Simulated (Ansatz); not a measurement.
# IrO: the cost of one run

Method: DFT PBE, scalar-relativistic, plane waves, PAW, in Ansatz 0.2.0.

5 further runs of the same task are left out: 5 set aside as unsound or not needed.

## Step 1: The starting structure

Symmetry: P-62m, No. 189, hexagonal system. The conventional cell has a = 5.065 Å, b = 5.065 Å, c = 2.910 Å, α = 90.00°, β = 90.00°, γ = 120.00°. Ti (site symmetry -6) is surrounded by 6 O at 2.14 Å. Around Ti (site symmetry -62m) lie 3 O at 1.98 Å. O (site symmetry m2m) is surrounded by 5 Ti at 1.98 to 2.14 Å.

As a file:

```cif
data_structure
_symmetry_space_group_name_H-M 'P 1'
_symmetry_Int_Tables_number 1
_cell_length_a 5.0645
_cell_length_b 5.0645
_cell_length_c 2.9105
_cell_angle_alpha 90.000
_cell_angle_beta 90.000
_cell_angle_gamma 120.000
_cell_volume 64.65
loop_
_atom_site_label
_atom_site_type_symbol
_atom_site_fract_x
_atom_site_fract_y
_atom_site_fract_z
_atom_site_occupancy
Ti1 Ti 0.66667 0.33333 0.50000 1
Ti2 Ti 0.33333 0.66667 0.50000 1
Ti3 Ti 0.00000 0.00000 0.00000 1
O1 O 0.60935 0.60935 0.00000 1
O2 O 0.39065 0.00000 0.00000 1
O3 O 0.00000 0.39065 0.00000 1
```

It goes back to an entry of the Materials Project, which need not be the stable form.

This cell was relaxed beforehand with the same method: volume 10.77 Å³/atom, gap on the mesh none (metal).

## Step 2: Ti → Ir: the starting cell

The start of IrO: fractional positions of relaxed TiO, cell scaled by 0.945, a guess from tabulated radii. Atoms that may carry a moment start with parallel spins.

## Step 3: Quick check of gap, pressure and forces (IrO)

File input.yaml:

```yaml
crystal:
  lattice:
    - [4.7836143041, 0.0, 0.0]
    - [-2.3918071521, 4.1427315093, 0.0]
    - [0.0, 0.0, 2.7490409021]
  atoms:
    - { symbol: Ir, position: [0.6666666667, 0.3333333333, 0.5], spin: 1.0 }
    - { symbol: Ir, position: [0.3333333333, 0.6666666667, 0.5], spin: 1.0 }
    - { symbol: Ir, position: [0.0, 0.0, 0.0], spin: 1.0 }
    - { symbol: O, position: [0.6093461022, 0.6093461022, 0.0] }
    - { symbol: O, position: [0.3906538978, 0.0, 0.0] }
    - { symbol: O, position: [0.0, 0.3906538978, 0.0] }
basis:
  ecutwfc: 420
kpoints:
  mp_grid: { grid: [6, 6, 6] }
hamiltonian:
  xc: pbe
scf:
  occupations: { method: gaussian, width: 0.1 }
  lower_state_search: "off"
output:
  forces: true
  stress: true
  eigenvalues: true
  populations: true
magnetization:
  spin_polarized: true
```

Launch:

```sh
ansatz run input.yaml --threads 1 --pin off --max-ram 2560MiB --backend cpu --events-out ev --progress --plain --runs-dir out
```

**Question.** How long does this run take on 1 thread of Intel Xeon at 2.70GHz, shared host, and how much memory does it need?

About 23 s, with a peak of 0.43 GiB.
